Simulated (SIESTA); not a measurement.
CoO under changes of volume

One of the cells (9.578 Å³/atom); the others are scaled copies at fixed shape and fractional positions:

```
Co O
1.0
     1.50547    0.86918    2.43993
    -1.50547    0.86918    2.43993
     0.00000   -1.73837    2.43993
Co O
1 1
Direct
  0.00000 0.00000 0.00000
  0.50000 0.50000 0.50000
```

The cell is a database's computed one.

| Item | Value |
| --- | --- |
| Program | SIESTA 5.4.2 |
| Functional | LDA |
| Potentials or basis | PseudoDojo 0.4 standard (LDA files) |
| Basis | DZP (energy shift 0.003 Ry; two zetas on semicore shells) |
| Grid cutoff | 800 Ry |
| Energy shift | 0.003 Ry |
| k mesh | 8 × 8 × 8 |
| Occupations | fermi-dirac, width 0.05 eV |
| Spin | collinear spin, ferromagnetic start |
| Starting moments | [2.0, 0.0] μB |

```csv
volume (Å³/atom),energy over the lowest point (meV/atom),pressure (GPa),moment (μB per cell)
9.003,0.00,-7.7,2.62
9.195,10.56,-10.7,2.75
9.387,25.19,-14.1,2.80
9.578,44.01,-17.1,2.83
9.770,66.44,-19.8,2.87
9.961,91.84,-22.1,2.91
10.153,?,?,?
```

**Question.** What does the run at 10.153 Å³/atom give?

**Answer.** Energy over the lowest point 119.51 meV/atom; pressure -24.1 GPa; moment 2.95 μB per cell.

Worked out: A Birch-Murnaghan fit of order 3 (a polynomial in V^(-2/3)) to the other rows has no minimum within the range. It gives 120.39 meV/atom at 10.153 Å³/atom, against the run's 119.51, and -dE/dV = -24.9 GPa, against -24.1. A parabola through the other rows of the moment, of slope -0.0448 μB per Å³/atom there, extrapolates to 2.90 μB, against the run's 2.95. The fit is too stiff a form for this range.

Energies are extrapolated to zero smearing.

Caveats: short orbitals over semicore shells can move pressures by several GPa; the basis of atomic orbitals isn't converged, which shifts pressures, moduli and gaps; a cell with one magnetic atom can't hold antiferromagnetic order, which such compounds often take.
